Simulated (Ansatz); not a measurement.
Runs of Ansatz 0.2.0 on MgS. It takes space group F-43m (No. 216, cubic). Conventional cell: a = 5.666 Å, b = 5.666 Å, c = 5.666 Å, α = 90.00°, β = 90.00°, γ = 90.00°. S (site symmetry -43m) has 4 Mg at 2.45 Å as nearest neighbours. Mg (site symmetry -43m) is surrounded by 4 S at 2.45 Å. The cell comes from a database or a generator and needn't be the stable form of this composition.

```tsv
task	level	potentials or basis	spin	cell	k mesh	cutoff (eV)	smearing	points for each segment of the path	other keys	mesh quality	gap on the mesh (eV)	pressure (GPa)
single point	PBEsol+D3(BJ)	JTH PAW	off	as given	8 × 8 × 8	900	fermi-dirac 0.15 eV	-	-	not flagged	3.28	-2.1
electron localisation function	LDA+D4	JTH PAW	non-collinear, ferromagnetic start	as given	8 × 8 × 8	900	cold 0.05 eV	-	-	not flagged	3.16	-4.0
electron localisation function	CAM-B3LYP+D3(BJ)-ATM	Ansatz PAW	off	as given	5 × 5 × 5	420	gaussian 0.05 eV	-	-	not flagged	(b)	(c)
band structure	r2SCANh+D3(BJ)	Ansatz NC	off	as given	4 × 4 × 4	1143	fixed	4	-	coarse	(a)	-1.2
ladder of functionals	revPBE+D3(BJ)-ATM	PseudoDojo standard (PBE files) with Ansatz NC	off	cell strained at random at fixed volume	6 × 6 × 6	1143	gaussian 0.15 eV	-	scf.occupations.method = gaussian; scf.occupations.width = 0.15; …	not flagged	3.47	-1.9
```

**Question.** Fill in the values left out.

**Answer.** (a) 4.74; (b) 7.41; (c) -2.8.

Caveats: some runs use coarse meshes; the dispersion damping was fitted for another functional or another form of the correction (some runs); the thresholds are loose for stress (some runs); the potentials were made for another functional, which shifts forces and pressure (some runs); the starting moments weren't kept (some runs); odd divisions of the mesh miss points on the zone boundary, where band edges often lie, so the gap on the mesh can be too wide (some runs); the PAW data sets come from PBE, with cores solved anew for the run's functional, which leaves a small shift of forces and pressure (some runs).

A k mesh can miss the band edges.

Runs at the PBE level aren't shown here.
